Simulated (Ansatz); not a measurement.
## Every step of a relaxation of rocksalt ZrN (100), 3 layers

DFT, r2SCAN, PAW with Ansatz's default frozen-core files, scalar-relativistic (Ansatz 0.2.0); a Γ-centred 13×13×1 k mesh, Fermi–Dirac smearing of 0.05 eV, no spin polarisation. The run relaxes the atoms in the fixed cell.

Command: `ansatz run input.yaml --threads 2 --pin off --max-ram 4096MiB --backend cpu --events-out ev --progress --plain --runs-dir out` It took 67 s on 2 threads of Intel(R) Xeon(R) Platinum 8488C (Sapphire Rapids), on a shared host, peak memory 0.9 GiB.

```yaml
crystal:
  lattice:
    - [3.2428837858, 0.0, 0.0]
    - [0.0, 3.2428837858, 0.0]
    - [0.0, 0.0, 20.5861]
  atoms:
    - { symbol: Zr, position: [0.25, 0.25, 0.3886109989] }
    - { symbol: "N", position: [0.75, 0.75, 0.3886109989] }
    - { symbol: Zr, position: [0.75, 0.75, 0.5] }
    - { symbol: "N", position: [0.25, 0.25, 0.5] }
    - { symbol: Zr, position: [0.25, 0.25, 0.6113890011] }
    - { symbol: "N", position: [0.75, 0.75, 0.6113890011] }
kpoints:
  mp_grid: { grid: [13, 13, 1] }
scf:
  occupations: { method: fermi_dirac, width: 0.05 }
hamiltonian:
  xc: r2scan
  pseudopotentials: { kind: paw }
output:
  forces: true
  stress: true
  eigenvalues: true
relax:
  f_tol: 0.01
  max_steps: 40
efield:
  axis: 3
  amplitude: 0
  dipole_correction: true
```

Each step lists its free energy a cell above the last geometry, and Cartesian positions (Å) with forces (eV/Å).

The first step:

```
step 1  dF = 316.48 meV
  Zr 0.8107 0.8107 8.0000   0.0000 0.0000 1.4915
  N 2.4322 2.4322 8.0000   0.0000 0.0000 -0.7800
  Zr 2.4322 2.4322 10.2930   0.0000 0.0000 0.0000
  N 0.8107 0.8107 10.2930   0.0000 0.0000 0.0000
  Zr 0.8107 0.8107 12.5861   0.0000 0.0000 -1.4915
  N 2.4322 2.4322 12.5861   0.0000 0.0000 0.7800
```

The PAW files were made under PBE. The cell is 1×1, so reconstructions are forbidden.

Problem. Where does the relaxation end, and by which steps?

Solution. After 5 geometries, with a shortest distance of 2.159 Å. The further steps:
```
step 2  dF = 17.78 meV
  Zr 0.8107 0.8107 8.1651   0.0000 0.0000 -0.5306
  N 2.4322 2.4322 7.9518   0.0000 0.0000 -0.0531
  Zr 2.4322 2.4322 10.2930   0.0000 0.0000 0.0000
  N 0.8107 0.8107 10.2930   0.0000 0.0000 0.0000
  Zr 0.8107 0.8107 12.4210   0.0000 0.0000 0.5306
  N 2.4322 2.4322 12.6343   0.0000 0.0000 0.0531
step 3  dF = 1.65 meV
  Zr 0.8107 0.8107 8.1265   0.0000 0.0000 0.1707
  N 2.4322 2.4322 7.9319   0.0000 0.0000 -0.0912
  Zr 2.4322 2.4322 10.2930   0.0000 0.0000 0.0000
  N 0.8107 0.8107 10.2930   0.0000 0.0000 0.0000
  Zr 0.8107 0.8107 12.4596   0.0000 0.0000 -0.1707
  N 2.4322 2.4322 12.6542   0.0000 0.0000 0.0912
step 4  dF = 0.09 meV
  Zr 0.8107 0.8107 8.1332   0.0000 0.0000 -0.0164
  N 2.4322 2.4322 7.9240   0.0000 0.0000 0.0316
  Zr 2.4322 2.4322 10.2930   0.0000 0.0000 0.0000
  N 0.8107 0.8107 10.2930   0.0000 0.0000 0.0000
  Zr 0.8107 0.8107 12.4529   0.0000 0.0000 0.0164
  N 2.4322 2.4322 12.6621   0.0000 0.0000 -0.0316
step 5  dF = 0.00 meV
  Zr 0.8107 0.8107 8.1336   0.0000 0.0000 -0.0008
  N 2.4322 2.4322 7.9275   0.0000 0.0000 -0.0029
  Zr 2.4322 2.4322 10.2930   0.0000 0.0000 0.0000
  N 0.8107 0.8107 10.2930   0.0000 0.0000 0.0000
  Zr 0.8107 0.8107 12.4525   0.0000 0.0000 0.0008
  N 2.4322 2.4322 12.6586   0.0000 0.0000 0.0029
```
